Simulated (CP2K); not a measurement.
The system is InP.

```xyz
2
Lattice="4.1444 0.0000 0.0000 2.0722 3.5891 0.0000 2.0722 1.1964 3.3838" Properties=species:S:1:pos:R:3 pbc="T T T"
In    0.0000    0.0000    0.0000
P     6.2165    3.5891    2.5379
```

Base run:

* Program: CP2K 2026.2
* Functional: TPSS
* Potentials or basis: POTENTIAL_UZH In GTH-PBE-q13, P GTH-PBE-q5; TZVP-MOLOPT-PBE-GTH basis
* Density cutoff: 9184 eV
* k mesh: 8 × 8 × 8
* Occupations: fermi-dirac, width 0.05 eV
* Spin: no spin polarisation

Its results: band gap on the k mesh 0.73 eV, direct; pressure 3.3 GPa.

**Question.** The run is repeated on the same cell with these changes: functional from TPSS to PBEsol. What comes out?

**Answer.** Band gap on the k mesh 0.59 eV, direct; pressure 1.6 GPa.

TPSS gives the wider gap, since meta-GGAs in the generalised Kohn-Sham scheme recover part of the derivative discontinuity.

Caveats: the potentials were made for another functional, which shifts forces and pressure; spin-orbit coupling is left out, which moves the levels of the heavy elements; the basis of atomic orbitals isn't converged, which shifts pressures, moduli and gaps.

